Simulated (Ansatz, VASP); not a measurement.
**One calculation of CdS, two programs**

```
Cd S
1.0
     0.00000    2.87708    2.87708
     2.87708    0.00000    2.87708
     2.87708    2.87708    0.00000
Cd S
1 1
Cartesian
  0.0000 0.0000 0.0000
  1.4385 1.4385 1.4385
```

Change from the starting cell: volume scaled by 0.96, ions relaxed.

Alike in both runs: functional PBE; k mesh 13 × 13 × 13; occupations fermi-dirac, width 0.02 eV; no spin polarisation.

Ansatz relaxed the structure, and its values are those at the end. VASP's run is a single point on that final structure, the one shown.

```csv
,VASP,Ansatz
version,VASP 6.6.1,Ansatz 0.2.0
potentials or method,"VASP PAW PBE potentials, release 64 (Cd, S)","plane-wave PAW, scalar-relativistic"
plane-wave cutoff (eV),520,420
valence electrons in the cell,18,26
```

Ansatz gave:

| Quantity | Value |
| --- | --- |
| gap on the k mesh at the Fermi level (eV) | 1.23 |
| pressure (GPa) | 5.8 |

**Question.** Estimate VASP's values.

**Answer.** gap on the k mesh at the Fermi level (eV): 1.24; pressure (GPa): 6.2.

The two sets of potentials don't hold the same shells in valence. Ansatz warned: «gradients_without_spin_orbit».

Caveats: an odd mesh through Γ misses points on the zone boundary, where band edges often lie.
